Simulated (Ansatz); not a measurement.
KI: stationary points along a deformation path

Theory: DFT PBE, scalar-relativistic, plane waves, PAW (Ansatz 0.2.0). Settings: plane waves to 420 eV, k-mesh 6×6×6 (Γ-centred), Gaussian smearing 0.05 eV. No spin polarisation. Energies are free energies at this smearing, counted from the undisturbed cell; pressure is positive in compression.

The starting cell (as given, not relaxed at this level; it stands at 0.7 GPa):

```yaml
crystal:
  lattice:
    - [0.00000, 3.52455, 3.52455]
    - [3.52455, 0.00000, 3.52455]
    - [3.52455, 3.52455, 0.00000]
  atoms:
    - { symbol: K, position: [0.00000, 0.00000, 0.00000] }
    - { symbol: I, position: [0.50000, 0.50000, 0.50000] }
```

At fixed volume and fractional coordinates, lengths along (0.000, 0.000, 1.000) are scaled against those across it; ρ is that ratio over its starting value. V = 43.784 Å³/atom. Δσ is the stress along the axis less the mean stress across it (compression positive).

```csv
ρ,ΔE (meV/atom),Δσ (GPa),space group
0.650,1026.7,38.09,I4/mmm
0.707,557.1,24.03,I4/mmm
0.780,234.1,12.88,I4/mmm
0.850,85.1,6.59,I4/mmm
0.920,19.6,2.75,I4/mmm
0.960,4.4,1.22,I4/mmm
1.000,0.0,0.00,Fm-3m
1.050,5.6,-1.23,I4/mmm
1.100,20.5,-2.26,I4/mmm
1.200,70.5,-4.04,I4/mmm
1.300,141.8,-5.78,I4/mmm
1.414,246.2,-7.94,I4/mmm
1.500,341.1,-9.76,I4/mmm
```

**Question.** How does the stress give the slope of the energy, and where is the energy stationary?

**Answer.** Along the path d ln(length) is 2/3 d ln ρ on the axis and −1/3 d ln ρ across it, so dE/d ln ρ = −(2/3) V Δσ: the energy falls with ρ where Δσ is positive. Δσ vanishes or changes sign at ρ = 1.000 (Fm-3m), a minimum at 0.0 meV/atom. Pairs of stationary points between two samples would go unseen, and could change a minimum read from distant neighbours into a maximum. At ρ = 1.000 the cell is cubic, where symmetry alone makes the stress isotropic and the slope zero.

**Question.** Which shear constant sets the curvature at ρ = 1?

**Answer.** For a cubic crystal E/V = (2/3) C (ln ρ)² with C = C′ = (C11 − C12)/2, so Δσ = −2C ln ρ. The parabola of Δσ against ln ρ through ρ = 0.960, 1 and 1.050 gives C ≈ 13.9 GPa with the ions clamped, rough because the steps are large. It is the stress–strain coefficient at this cell's pressure of 0.7 GPa, not the zero-pressure constant.

**Question.** Integrate that slope from ρ = 1 to 1.200 by the trapezoid rule.

**Answer.** With V/N in Å³ and 1 eV/Å³ = 160.2 GPa the slopes at ρ = 1.000, 1.050, 1.100, 1.200 are 0, 224, 411, 736 meV/atom per unit of ln ρ. The steps add 5.5 + 14.8 + 49.9 = 70.2 meV/atom, against 70.5 from the energies; the trapezoid rule misses the curvature of the slope within each step.